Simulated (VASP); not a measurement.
# Te2Mo (P2_1/m) in VASP: further runs, part 2 of 2

VASP 6.6.1. Earlier steps stand in the parts before.

## 3. Relaxation of cell and atoms, PBEsol

This run uses another cell than the first one, of 24.70 Å³/atom, 0.976 times its volume.

The input, INCAR:

```
  PREC = Accurate
  ENCUT = 600
  EDIFF = 1E-7
  ISMEAR = 0
  SIGMA = 0.03
  LREAL = False
  LASPH = True
  NELM = 80
  ALGO = Normal
  ISIF = 3
  LWAVE = False
  LCHARG = False
  GGA = PS
  IBRION = 2
  NSW = 90
  EDIFFG = -0.005
  KPAR = 4
```

The input, KPOINTS:

```
Automatic mesh
0
Gamma
  4 8 2
```

The input, POSCAR:

```
Te2Mo                                   
1.0
    6.3320995501      0.0000000000      0.0435485568
    0.0000000000      3.4562567029      0.0000000000
   -0.8537276200      0.0000000000     13.5378250812
  Te              Mo            
     8     4
Direct
     0.5603594708885562    0.7500000000000000    0.3488859743859670
     0.4396405291114441    0.2500000000000000    0.6511140256140331
     0.5843634298114890    0.2500000000000000    0.1039982031528515
     0.4156365701885110    0.7500000000000000    0.8960017968471484
     0.0925961360892655    0.7500000000000000    0.1513318033256484
     0.9074038639107346    0.2500000000000000    0.8486681966743520
     0.0577413524765139    0.2500000000000000    0.3957613200194611
     0.9422586475234860    0.7500000000000000    0.6042386799805388
     0.3198038125285986    0.7500000000000000    0.5065256927069055
     0.6801961874714013    0.2500000000000000    0.4934743072930944
     0.1821013488231391    0.2500000000000000    0.0072286639323757
     0.8178986511768610    0.7500000000000000    0.9927713360676245
```

Potentials or basis: VASP PAW PBE potentials, release 64 (Te, Mo_sv).

Launch:

```bash
> cat potpaw_PBE.64/Te/POTCAR potpaw_PBE.64/Mo_sv/POTCAR > POTCAR
> mpirun -np 4 vasp_std > vasp.out
```

Wall time 48 min (4 MPI ranks of Intel Xeon Platinum 8488C (Sapphire Rapids), shared host); peak memory 0.77 GiB.

The run converged. Its results:

| Item | Value |
| --- | --- |
| Free energy | -78.5720 eV |
| Relaxed volume | 24.68 Å³/atom |
| Relaxed cell | a = 6.333 Å, b = 3.458 Å, c = 13.543 Å, α = 90.00°, β = 92.70°, γ = 90.00° |
| Space group after relaxing (to 0.05 Å) | P2_1/m (No. 11) |
| Energy gained by relaxing | 0.0 meV/atom |
| Ionic steps | 28 |
| Pressure after relaxing | 0.0 GPa |
| Largest force after relaxing | 0.005 eV/Å |
| Band gap on the k mesh | none (metal or under the smearing width) |

Forces in eV/Å, atoms in the order of the input:
```
Te   0.004  0.000  0.002
Te  -0.004  0.000 -0.002
Te   0.002  0.000 -0.002
Te  -0.002  0.000  0.002
Te  -0.002  0.000 -0.003
Te   0.002  0.000  0.003
Te   0.000  0.000  0.001
Te   0.000  0.000 -0.001
Mo  -0.002  0.000  0.001
Mo   0.002  0.000 -0.001
Mo   0.003  0.000  0.004
Mo  -0.003  0.000 -0.004
```

The path:
```csv
step,energy change (eV),largest force (eV/Å),pressure (GPa),volume (Å³)
1,0.0000,0.0087,0.02,296.41
2,0.0000,0.0067,-0.03,296.53
3,0.0000,0.0067,-0.03,296.53
4,0.0000,0.0091,0.00,296.46
5,0.0000,0.0097,0.00,296.45
6,0.0000,0.0110,0.01,296.43
7,0.0000,0.0104,0.00,296.44
8,0.0000,0.0075,0.01,296.42
9,-0.0001,0.0114,0.00,296.36
10,-0.0001,0.0090,0.00,296.34
11,-0.0001,0.0068,-0.01,296.29
12,-0.0001,0.0220,-0.01,296.18
13,-0.0001,0.0118,-0.01,296.25
14,-0.0001,0.0077,0.01,296.19
15,-0.0002,0.0092,0.02,296.13
16,-0.0002,0.0082,0.00,296.15
17,-0.0002,0.0108,-0.02,296.18
18,-0.0002,0.0093,-0.01,296.16
19,-0.0002,0.0081,-0.01,296.12
20,-0.0002,0.0107,0.01,296.03
21,-0.0002,0.0085,0.01,296.07
22,-0.0002,0.0067,0.01,296.07
23,-0.0003,0.0085,0.01,296.08
24,-0.0003,0.0070,0.00,296.12
25,-0.0003,0.0089,-0.03,296.22
26,-0.0003,0.0075,-0.02,296.21
27,-0.0003,0.0056,0.02,296.18
28,-0.0003,0.0047,0.01,296.21
```

Final structure:
```cif
data_structure
_symmetry_space_group_name_H-M 'P 1'
_symmetry_Int_Tables_number 1
_cell_length_a 6.3329
_cell_length_b 3.4577
_cell_length_c 13.5425
_cell_angle_alpha 90.000
_cell_angle_beta 92.705
_cell_angle_gamma 90.000
_cell_volume 296.21
loop_
_atom_site_label
_atom_site_type_symbol
_atom_site_fract_x
_atom_site_fract_y
_atom_site_fract_z
_atom_site_occupancy
Te1 Te 0.56279 0.75000 0.34867 1
Te2 Te 0.43721 0.25000 0.65133 1
Te3 Te 0.58230 0.25000 0.10398 1
Te4 Te 0.41770 0.75000 0.89602 1
Te5 Te 0.08994 0.75000 0.15154 1
Te6 Te 0.91006 0.25000 0.84846 1
Te7 Te 0.05997 0.25000 0.39579 1
Te8 Te 0.94003 0.75000 0.60421 1
Mo1 Mo 0.31968 0.75000 0.50660 1
Mo2 Mo 0.68032 0.25000 0.49340 1
Mo3 Mo 0.18183 0.25000 0.00720 1
Mo4 Mo 0.81817 0.75000 0.99280 1
```

Levels at points of the mesh, in eV from the Fermi level:
| k point | band 48 | band 49 | band 50 | band 51 | band 52 | band 53 | band 54 | band 55 | band 56 | band 57 |
| --- | --- | --- | --- | --- | --- | --- | --- | --- | --- | --- |
| (0.00, 0.00, 0.00) | -0.48 | -0.47 | -0.19 | 0.08 | 0.24 | 0.38 | 0.67 | 0.82 | 0.94 | 1.00 |
| (0.50, 0.00, 0.00) | -0.99 | -0.95 | -0.91 | -0.54 | -0.50 | -0.15 | -0.11 | 0.85 | 0.87 | 1.43 |
| (0.00, 0.50, 0.00) | -1.82 | -1.67 | -1.67 | -1.45 | -1.45 | 0.96 | 0.96 | 1.14 | 1.14 | 1.17 |
| (0.50, 0.50, 0.00) | -1.95 | -1.12 | -1.12 | -1.05 | -1.05 | 0.97 | 0.97 | 1.03 | 1.03 | 1.73 |
| (0.00, 0.00, 0.50) | -0.69 | -0.09 | -0.08 | 0.06 | 0.10 | 0.41 | 0.50 | 0.86 | 0.91 | 1.46 |
| (0.50, 0.00, 0.50) | -0.98 | -0.95 | -0.91 | -0.57 | -0.37 | -0.08 | -0.06 | 0.81 | 0.89 | 1.29 |
| (0.00, 0.50, 0.50) | -1.83 | -1.63 | -1.63 | -1.57 | -1.57 | 0.94 | 0.94 | 1.12 | 1.12 | 1.22 |
| (0.50, 0.50, 0.50) | -1.94 | -1.12 | -1.12 | -1.04 | -1.04 | 0.98 | 0.98 | 1.00 | 1.00 | 1.63 |

Caveat: the PAW data sets were made with another functional, which shifts forces and pressure a little. Spin-orbit coupling is left out, which matters for the levels of Te.

## 4. Relaxation of cell and atoms, rev-vdW-DF2

The input, INCAR:

```
PREC = Accurate
ENCUT = 600
EDIFF = 1E-6
ISMEAR = 0
SIGMA = 0.03
LREAL = False
LASPH = True
NELM = 80
ALGO = Normal
ISIF = 3
LWAVE = False
LCHARG = False
GGA = MK
LUSE_VDW = True
AGGAC = 0.0
PARAM1 = 0.1234
PARAM2 = 0.711357
ZAB_VDW = -1.8867
IBRION = 2
NSW = 90
EDIFFG = -0.01
KPAR = 4
```

KPOINTS is that of step 3.

The input, POSCAR:

```
Te2Mo
1.0
    6.3300000000      0.0000000000      0.0000000000
    0.0000000000      3.4690000000      0.0000000000
   -0.9467947088      0.0000000000     13.8276237937
Te Mo
8 4
Direct
    0.5568000000      0.7500000000      0.3516000000
    0.4432000000      0.2500000000      0.6484000000
    0.5888000000      0.2500000000      0.1045000000
    0.4112000000      0.7500000000      0.8955000000
    0.0970000000      0.7500000000      0.1486000000
    0.9030000000      0.2500000000      0.8514000000
    0.0563000000      0.2500000000      0.3955000000
    0.9437000000      0.7500000000      0.6045000000
    0.3181000000      0.7500000000      0.5066000000
    0.6819000000      0.2500000000      0.4934000000
    0.1833000000      0.2500000000      0.0074000000
    0.8167000000      0.7500000000      0.9926000000
```

Launch:

```bash
> cat potpaw_PBE.64/Te/POTCAR potpaw_PBE.64/Mo_sv/POTCAR > POTCAR
> mpirun -np 4 vasp_std > vasp.out
```

It took 2.1 h on 4 MPI ranks of AMD EPYC 7R13 (Zen 3), shared host; peak memory 1.6 GiB.

The run converged. Its results:

```yaml
Free_energy: -48.5020 eV
Relaxed_volume: 25.52 Å³/atom
Relaxed_cell: a = 6.346 Å, b = 3.503 Å, c = 13.803 Å, α = 90.00°, β = 93.70°, γ = 90.00°
Space_group_after_relaxing_to_0.05_Å: P2_1/m (No. 11)
Energy_gained_by_relaxing: 2.2 meV/atom
Ionic_steps: 25
Pressure_after_relaxing: 0.0 GPa
Largest_force_after_relaxing: 0.009 eV/Å
Band_gap_on_the_k_mesh: none (metal or under the smearing width)
```

Forces on the atoms (eV/Å):
```
Te   0.002  0.000  0.000
Te  -0.002  0.000  0.000
Te  -0.005  0.000 -0.008
Te   0.005  0.000  0.008
Te  -0.004  0.000 -0.008
Te   0.004  0.000  0.008
Te   0.003  0.000  0.005
Te  -0.003  0.000 -0.005
Mo   0.003  0.000  0.000
Mo  -0.003  0.000  0.000
Mo  -0.001  0.000  0.003
Mo   0.001  0.000 -0.003
```

Step by step:
```
step  energy change (eV)  largest force (eV/Å)  pressure (GPa)  volume (Å³)
   1              0.0000                0.2260            1.22       303.64
   2              0.0104                0.2863           -1.70       312.20
   3             -0.0186                0.1679           -0.10       307.41
   4             -0.0222                0.0524           -0.03       307.46
   5             -0.0224                0.0706           -0.02       307.48
   6             -0.0239                0.0561            0.01       307.34
   7             -0.0245                0.0421            0.03       307.19
   8             -0.0249                0.0271           -0.09       307.42
   9             -0.0249                0.0270           -0.09       307.41
  10             -0.0252                0.0325            0.02       306.98
  11             -0.0252                0.0332            0.02       306.95
  12             -0.0254                0.0152            0.02       306.89
  13             -0.0255                0.0188            0.03       306.86
  14             -0.0255                0.0118           -0.07       307.03
  15             -0.0255                0.0129           -0.07       307.00
  16             -0.0256                0.0117           -0.04       306.93
  17             -0.0257                0.0173           -0.05       306.75
  18             -0.0255                0.0611           -0.03       306.37
  19             -0.0257                0.0274           -0.03       306.66
  20             -0.0258                0.0181            0.00       306.43
  21             -0.0258                0.0242            0.07       306.12
  22             -0.0258                0.0208            0.06       306.21
  23             -0.0259                0.0139            0.01       306.21
  24             -0.0259                0.0154            0.01       306.21
  25             -0.0260                0.0089           -0.03       306.24
```

Final structure:
```yaml
crystal:
  lattice:
    - [6.34606, 0.00000, 0.01343]
    - [0.00000, 3.50349, 0.00000]
    - [-0.91986, 0.00000, 13.77181]
  atoms:
    - { symbol: Te, position: [0.55965, 0.75000, 0.35007] }
    - { symbol: Te, position: [0.44035, 0.25000, 0.64993] }
    - { symbol: Te, position: [0.58819, 0.25000, 0.10419] }
    - { symbol: Te, position: [0.41181, 0.75000, 0.89581] }
    - { symbol: Te, position: [0.09651, 0.75000, 0.15037] }
    - { symbol: Te, position: [0.90349, 0.25000, 0.84963] }
    - { symbol: Te, position: [0.05673, 0.25000, 0.39550] }
    - { symbol: Te, position: [0.94327, 0.75000, 0.60450] }
    - { symbol: Mo, position: [0.32138, 0.75000, 0.50673] }
    - { symbol: Mo, position: [0.67862, 0.25000, 0.49327] }
    - { symbol: Mo, position: [0.18068, 0.25000, 0.00774] }
    - { symbol: Mo, position: [0.81932, 0.75000, 0.99226] }
```

Levels at points of the mesh, in eV from the Fermi level:
```tsv
k point	band 49	band 50	band 51	band 52	band 53	band 54	band 55	band 56
(0.00, 0.00, 0.00)	-0.46	-0.22	0.01	0.13	0.47	0.74	0.80	0.91
(0.50, 0.00, 0.00)	-0.95	-0.93	-0.62	-0.54	-0.01	0.03	0.76	0.76
(0.00, 0.50, 0.00)	-1.59	-1.59	-1.45	-1.45	0.95	0.95	1.05	1.05
(0.50, 0.50, 0.00)	-1.08	-1.08	-0.99	-0.99	0.89	0.89	0.95	0.95
(0.00, 0.00, 0.50)	-0.13	-0.12	-0.05	-0.01	0.49	0.59	0.83	0.88
(0.50, 0.00, 0.50)	-0.95	-0.93	-0.63	-0.41	0.05	0.07	0.71	0.79
(0.00, 0.50, 0.50)	-1.59	-1.59	-1.53	-1.53	0.94	0.94	1.03	1.03
(0.50, 0.50, 0.50)	-1.07	-1.07	-0.99	-0.99	0.91	0.91	0.92	0.92
```

Caveat: the PAW data sets were made with another functional, which shifts forces and pressure a little. Zero-point motion and thermal expansion aren't in these numbers.

## 5. Relaxation of cell and atoms, rev-vdW-DF2

This run uses another cell than the first one, of 25.52 Å³/atom, 1.009 times its volume.

INCAR, as its differences from that of step 4:

```diff
@@ -2,3 +2,3 @@
 ENCUT = 600
-EDIFF = 1E-6
+EDIFF = 1E-7
 ISMEAR = 0
@@ -20,3 +20,3 @@
 NSW = 90
-EDIFFG = -0.01
+EDIFFG = -0.005
 KPAR = 4
```

KPOINTS is that of step 4.

The input, POSCAR:

```
Te2Mo                                   
1.0
    6.3460648638      0.0000000000      0.0134290587
    0.0000000000      3.5034924624      0.0000000000
   -0.9198606562      0.0000000000     13.7718145851
  Te              Mo            
     8     4
Direct
     0.5596477950861191    0.7500000000000000    0.3500686599278759
     0.4403522049138809    0.2500000000000000    0.6499313400721237
     0.5881860752170434    0.2500000000000000    0.1041940706215605
     0.4118139247829568    0.7500000000000000    0.8958059293784396
     0.0965121028947428    0.7500000000000000    0.1503676417074223
     0.9034878971052569    0.2500000000000000    0.8496323582925777
     0.0567348103562589    0.2500000000000000    0.3955032421136678
     0.9432651896437411    0.7500000000000000    0.6044967578863321
     0.3213753318716380    0.7500000000000000    0.5067329773031681
     0.6786246681283621    0.2500000000000000    0.4932670226968319
     0.1806817752670938    0.2500000000000000    0.0077439473383135
     0.8193182247329063    0.7500000000000000    0.9922560526616865
```

Launch:

```bash
> cat potpaw_PBE.64/Te/POTCAR potpaw_PBE.64/Mo_sv/POTCAR > POTCAR
> mpirun -np 4 vasp_std > vasp.out
```

It took 2.4 h on 4 MPI ranks of AMD EPYC 7R13 (Zen 3), shared host; peak memory 1.6 GiB.

It converged, with:

| Item | Value |
| --- | --- |
| Free energy | -48.5031 eV |
| Relaxed volume | 25.51 Å³/atom |
| Relaxed cell | a = 6.343 Å, b = 3.509 Å, c = 13.773 Å, α = 90.00°, β = 93.00°, γ = 90.00° |
| Space group after relaxing (to 0.05 Å) | P2_1/m (No. 11) |
| Energy gained by relaxing | 0.0 meV/atom |
| Ionic steps | 28 |
| Pressure after relaxing | 0.0 GPa |
| Largest force after relaxing | 0.004 eV/Å |
| Band gap on the k mesh | none (metal or under the smearing width) |

Forces in eV/Å, atoms in the order of the input:
```
Te   0.002  0.000  0.000
Te  -0.002  0.000  0.000
Te  -0.003  0.000  0.002
Te   0.003  0.000 -0.002
Te   0.003  0.000  0.001
Te  -0.003  0.000 -0.001
Te  -0.003  0.000  0.001
Te   0.003  0.000 -0.001
Mo  -0.002  0.000 -0.002
Mo   0.002  0.000  0.002
Mo  -0.001  0.000  0.000
Mo   0.001  0.000  0.000
```

The path:
```
step  energy change (eV)  largest force (eV/Å)  pressure (GPa)  volume (Å³)
   1              0.0000                0.0088           -0.03       306.24
   2              0.0000                0.0125            0.05       306.03
   3              0.0000                0.0074            0.01       306.12
   4              0.0000                0.0074            0.01       306.14
   5             -0.0001                0.0128            0.00       306.17
   6             -0.0001                0.0122            0.00       306.18
   7             -0.0001                0.0110            0.00       306.20
   8             -0.0001                0.0142           -0.01       306.24
   9             -0.0001                0.0159           -0.02       306.26
  10             -0.0002                0.0118            0.00       306.22
  11             -0.0002                0.0129            0.04       306.13
  12             -0.0002                0.0143            0.05       306.10
  13             -0.0002                0.0137            0.05       306.11
  14             -0.0003                0.0120            0.04       306.15
  15             -0.0003                0.0160            0.02       306.23
  16             -0.0003                0.0262           -0.03       306.39
  17             -0.0004                0.0208           -0.01       306.31
  18             -0.0004                0.0180           -0.01       306.32
  19             -0.0005                0.0101           -0.03       306.35
  20             -0.0004                0.0295           -0.06       306.42
  21             -0.0005                0.0101           -0.04       306.37
  22             -0.0005                0.0115            0.01       306.23
  23             -0.0005                0.0132            0.02       306.18
  24             -0.0006                0.0078            0.01       306.18
  25             -0.0006                0.0083            0.00       306.18
  26             -0.0006                0.0068            0.00       306.16
  27             -0.0006                0.0060            0.00       306.15
  28             -0.0006                0.0041            0.00       306.14
```

Final structure:
```
Te Mo
1.0
     6.34299    0.00000    0.05224
     0.00000    3.50885    0.00000
    -0.83511    0.00000   13.74798
Te Mo
8 4
Cartesian
  3.2779 2.6316 4.8377
  2.2300 0.8772 8.9626
  3.6263 0.8772 1.4592
  1.8816 2.6316 12.3410
  0.4619 2.6316 2.0747
  5.0460 0.8772 11.7255
  0.0504 0.8772 5.4450
  5.4575 2.6316 8.3552
  1.6163 2.6316 6.9862
  3.8916 0.8772 6.8140
  1.1372 0.8772 0.1163
  4.3707 2.6316 13.6839
```

Levels at points of the mesh, in eV from the Fermi level:
```tsv
k point	band 49	band 50	band 51	band 52	band 53	band 54	band 55	band 56
(0.00, 0.00, 0.00)	-0.46	-0.26	-0.03	0.13	0.47	0.74	0.78	0.88
(0.50, 0.00, 0.00)	-0.98	-0.97	-0.60	-0.54	-0.01	0.02	0.72	0.72
(0.00, 0.50, 0.00)	-1.62	-1.62	-1.45	-1.45	0.94	0.94	1.03	1.03
(0.50, 0.50, 0.00)	-1.08	-1.08	-1.01	-1.01	0.87	0.87	0.92	0.92
(0.00, 0.00, 0.50)	-0.17	-0.15	-0.04	0.00	0.50	0.58	0.81	0.85
(0.50, 0.00, 0.50)	-0.98	-0.97	-0.60	-0.42	0.04	0.06	0.68	0.75
(0.00, 0.50, 0.50)	-1.61	-1.61	-1.54	-1.54	0.93	0.93	1.01	1.01
(0.50, 0.50, 0.50)	-1.07	-1.07	-1.01	-1.01	0.89	0.89	0.89	0.89
```

Caveat: the PAW data sets were made with another functional, which shifts forces and pressure a little.
